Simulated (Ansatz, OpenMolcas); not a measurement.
**A small benchmark: dipole moment**

8 molecules; the dipole moment in D, computed less measured. Shapes, held fixed at every level: PBE0-D4/def2-TZVP. No vibrational averaging. Dipoles are compared by magnitude; molecules under 1 D, whose direction can flip, are left out. Programs: Ansatz 0.2.0, OpenMolcas 26.06. Measured values: NIST CCCBDB.

Levels: A = PBE/cc-pVDZ; B = r2SCAN-D4/def2-TZVPP; C = B3LYP/cc-pVDZ; D = BHLYP/cc-pVDZ.

```
                      molecule  measured      A      B      C      D
       AsF3 (SMILES F[As](F)F)      2.59  -0.41  -0.28  -0.11  +0.17
    SCl2O2 (sulfuryl chloride)      1.81  -0.62  -0.13  -0.36  -0.08
 C2F3N (cyanotrifluoromethane)      1.33  +0.11  +0.16  -0.01  -0.10
     C2H3ClO (acetyl chloride)      2.72  -0.15  +0.08  -0.07  +0.10
C2H3F3 (1,1,1-trifluoroethane)      2.32  -0.38  -0.09  -0.22  -0.01
        C2H6O (dimethyl ether)      1.30  -0.28  -0.15  -0.17  -0.03
         C2H7N (dimethylamine)      1.03  -0.24  -0.13  -0.20  -0.13
               C3H6O (acetone)      2.88  -0.31  +0.09  -0.18  +0.02
```

Sum up the errors.


```
               level           kind  mean error  mean absolute error  worst case
         PBE/cc-pVDZ            GGA      -0.285                0.312      SCl2O2
r2SCAN-D4/def2-TZVPP       meta-GGA      -0.056                0.139        AsF3
       B3LYP/cc-pVDZ  global hybrid      -0.165                0.165      SCl2O2
       BHLYP/cc-pVDZ  global hybrid      -0.007                0.080        AsF3
```

On this set BHLYP/cc-pVDZ has the smallest mean absolute error and PBE/cc-pVDZ the largest. PBE/cc-pVDZ is too low in 7 of 8; B3LYP/cc-pVDZ is too low in 8 of 8. The tabulated value of C2F3N is in doubt (older tables, estimates, or at odds with other calculations) and kept here. Over the 7 molecules whose values aren't doubted the mean absolute errors are A 0.341; B 0.136; C 0.187; D 0.077. Relativity is left out for As. The set is small.

In the shared cc-pVDZ basis, the dipole grows from PBE through B3LYP to BHLYP in every molecule except cyanotrifluoromethane, where it shrinks. The growth is largest in AsF3 and sulfuryl chloride and smallest in dimethylamine, probably because a larger share of exact exchange curbs the delocalisation of charge and leaves more of it on the electronegative atoms.

The exception fits the same picture. In cyanotrifluoromethane the CF3 and CN groups pull electrons in opposite directions, and the nitrile moment is the larger. More polar C–F bonds therefore cancel more of it, whereas in 1,1,1-trifluoroethane they add to the total. This contrast concerns shifts between levels and doesn't depend on the measured values.

BHLYP's near-zero mean error reflects deviations of both signs, while B3LYP's is a consistent underestimate. The ranking doesn't establish that BHLYP gives the best density, since cc-pVDZ lacks diffuse functions and its basis error may offset that of the functional.
